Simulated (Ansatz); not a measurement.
## BP under changes of volume

One of the cells (11.682 Å³/atom); the others are scaled copies at fixed shape and fractional positions:

```
P B
1.0
     0.00000    2.26900    2.26900
     2.26900    0.00000    2.26900
     2.26900    2.26900    0.00000
P B
1 1
Direct
  0.75000 0.75000 0.75000
  0.00000 0.00000 0.00000
```

* Program: Ansatz 0.2.0
* Functional: PBE0
* Potentials or basis: Ansatz PAW
* Cutoff: 420 eV (not typed: the program's choice for these potentials)
* k mesh: 5 × 5 × 5
* Occupations: fermi-dirac, width 0.05 eV
* Spin: no spin polarisation

```tsv
volume (Å³/atom)	energy over the lowest point (meV/atom)	pressure (GPa)	gap on the mesh (eV)
10.981	18.59	10.4	2.61
11.214	6.62	6.1	2.63
11.448	0.59	2.2	2.66
11.682	0.00	-1.4	2.69
11.915	?	?	?
12.149	13.28	-7.5	2.73
12.383	26.26	-10.2	2.76
```

Problem. What does the run at 11.915 Å³/atom give?

Solution. Energy over the lowest point 4.38 meV/atom; pressure -4.6 GPa; gap on the mesh 2.71 eV.

Worked out: A Birch-Murnaghan fit of order 3 (a polynomial in V^(-2/3)) to the other rows has its minimum at 11.59 Å³/atom with B0 = V·E''(V) = 175 GPa and B' = 3.7. It gives 4.38 meV/atom at 11.915 Å³/atom, against the run's 4.38, and -dE/dV = -4.6 GPa, against -4.6. A straight line through the other rows of the gap, of slope 1.25 eV per unit of ln V, gives 2.71 eV, against the run's 2.71.

Energies are extrapolated to zero smearing.

Caveats: all runs use coarse meshes; odd divisions of the mesh miss points on the zone boundary, where band edges often lie, so the gap on the mesh can be too wide; the PAW data sets come from PBE, with cores solved anew for the run's functional, which leaves a small shift of forces and pressure; the thresholds are loose for stress.

A mesh can miss the band edges.
